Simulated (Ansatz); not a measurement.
Runs of Ansatz 0.2.0 on CsSnBr3. It takes space group Pm-3m (No. 221, cubic). The conventional cell has a = 5.839 Å, b = 5.839 Å, c = 5.839 Å, α = 90.00°, β = 90.00°, γ = 90.00°. Cs (site symmetry m-3m) is surrounded by 12 Br at 4.13 Å. Sn (site symmetry m-3m) has 6 Br at 2.92 Å as nearest neighbours. Around Br (site symmetry 4/mmm) lie 2 Sn at 2.92 Å. The cell is a database's computed one.

```csv
task,level,cell,cutoff (eV),smearing,points for each segment of the path,gap on the mesh (eV),pressure (GPa),relaxed volume (Å³/atom)
band structure,r2SCAN,as given,500,fermi-dirac 0.05 eV,14,-,-0.2,-
relaxation of cell and atoms,PBE+D3(BJ),relaxed,420,fermi-dirac 0.05 eV,-,1.85,0.0,39.13
single point,PBE,as given,420,gaussian 0.013 eV,-,1.88,0.5,-
single point,PBE,as given,420,gaussian 0.014 eV,-,1.88,0.5,-
relaxation of cell and atoms,PBE+D4,relaxed,420,fermi-dirac 0.05 eV,-,1.85,0.0,(a)
```

Alike in all rows: potentials or basis Ansatz PAW; no spin polarisation; k mesh 5 × 5 × 5.

Question: Fill in the values left out.

Answer: (a) 39.24.

Caveats: spin-orbit coupling is left out, which moves the levels of the heavy elements; odd divisions of the mesh miss points on the zone boundary, where band edges often lie, so the gap on the mesh can be too wide (some runs); the plane-wave basis is chosen anew once the cell has moved, so the energies of steps on either side of that aren't comparable (some runs); the PAW data sets come from PBE, with cores solved anew for the run's functional, which leaves a small shift of forces and pressure (some runs).

A k mesh can miss the band edges, and the runs leave out spin-orbit coupling on Br, Cs, Sn.
